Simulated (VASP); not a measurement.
Set up this calculation in VASP 6.6.1, as the native input.

* Task: band structure
* Functional: r2SCAN
* Potentials or basis: VASP PAW PBE potentials, release 64 (Be, Te)
* Cutoff: 520 eV
* k mesh: 10 × 10 × 10
* Occupations: gaussian, width 0.02 eV
* Spin: no spin polarisation
* Further INCAR settings: ALGO = Normal; EDIFF = 1e-07; NBANDS = 11

The structure of BeTe lies in POSCAR:

```
BeTe                                    
1.0
    0.0000000000      2.8312184032      2.8312184032
    2.8312184032      0.0000000000      2.8312184032
    2.8312184032      2.8312184032      0.0000000000
  Be              Te            
     1     1
Direct
     0.0000000000000000    0.0000000000000000    0.0000000000000000
     0.2500000000000000    0.2500000000000000    0.2500000000000000
```

The cell was built by a generator and needn't be a form met in nature.

One way to write it, as run:

INCAR

```
ALGO     = Normal         # electronic algorithm
EDIFF    = 1E-7           # SCF threshold, eV
ENCUT    = 520            # plane-wave cutoff, eV
ISIF     = 2              # what is computed and relaxed
ISMEAR   = 0              # smearing method
LASPH    = T              # aspherical terms in the spheres
LCHARG   = F              # write CHGCAR
LMIXTAU  = T            
LREAL    = F              # projectors in reciprocal space
LWAVE    = F              # write WAVECAR
METAGGA  = R2SCAN         # meta-GGA
NBANDS   = 11             # bands
NELM     = 100            # most SCF steps
PREC     = Accurate       # precision mode
SIGMA    = 0.02           # smearing width, eV
```

KPOINTS

```
k-points
0
Gamma
  10 10 10
```

KPOINTS_OPT

```
path GXWKGLUWLK,UX
20
line-mode
reciprocal
 0.0000000000  0.0000000000  0.0000000000  G
 0.5000000000  0.0000000000  0.5000000000  X

 0.5000000000  0.0000000000  0.5000000000  X
 0.5000000000  0.2500000000  0.7500000000  W

 0.5000000000  0.2500000000  0.7500000000  W
 0.3750000000  0.3750000000  0.7500000000  K

 0.3750000000  0.3750000000  0.7500000000  K
 0.0000000000  0.0000000000  0.0000000000  G

 0.0000000000  0.0000000000  0.0000000000  G
 0.5000000000  0.5000000000  0.5000000000  L

 0.5000000000  0.5000000000  0.5000000000  L
 0.6250000000  0.2500000000  0.6250000000  U

 0.6250000000  0.2500000000  0.6250000000  U
 0.5000000000  0.2500000000  0.7500000000  W

 0.5000000000  0.2500000000  0.7500000000  W
 0.5000000000  0.5000000000  0.5000000000  L

 0.5000000000  0.5000000000  0.5000000000  L
 0.3750000000  0.3750000000  0.7500000000  K

 0.6250000000  0.2500000000  0.6250000000  U
 0.5000000000  0.0000000000  0.5000000000  X
```

Potentials or basis: VASP PAW PBE potentials, release 64 (Be, Te).

The run is started by

```bash
$ cat potpaw_PBE.64/Be/POTCAR potpaw_PBE.64/Te/POTCAR > POTCAR
$ mpirun -np 1 vasp_std > vasp.out
```

It gave:

The pressure is 0.0 GPa. The band gap on the k mesh is 2.37 eV, indirect (least direct gap 4.03 eV) and the band gap along the path is 2.37 eV, indirect (least direct gap 4.03 eV).

Caveat: the PAW data sets were made with another functional, which shifts forces and pressure a little; spin-orbit coupling is left out, which moves the levels of the heavy elements.

Wall time 2.6 min on 1 thread of Intel(R) Xeon(R) 6975P-C (Granite Rapids) (shared host), peak memory 0.19 GiB.
